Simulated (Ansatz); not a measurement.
**Question.** ZrO₂ in space group P2_1/c (No. 14; Zr on 4e, O on 4e, O on 4e) is relaxed with LDA (plane waves, PAW; program Ansatz). What lattice parameters of the conventional cell result?

**Answer.** a = 5.085 Å, b = 5.181 Å, c = 5.241 Å, β = 99.5°.

**Question.** Give the free coordinates with the occupied sites.

**Answer.** In one choice of origin and axes:

```json
[
 {"atom": "Zr", "site": "4e", "symmetry": "1", "x": "0.2777", "y": "0.0425", "z": "0.2093"},
 {"atom": "O", "site": "4e", "symmetry": "1", "x": "0.0725", "y": "0.3413", "z": "0.3372"},
 {"atom": "O", "site": "4e", "symmetry": "1", "x": "0.5523", "y": "0.2581", "z": "0.0185"}
]
```

**Question.** Is it a metal or does it have a gap at this level?

**Answer.** A gap of 3.60 eV, indirect.

The cell was relaxed with LDA under the symmetry of its start. No spin polarisation was allowed. Spin–orbit coupling is left out wherever it is not named.

Potentials: the later of the program's two PAW sets.
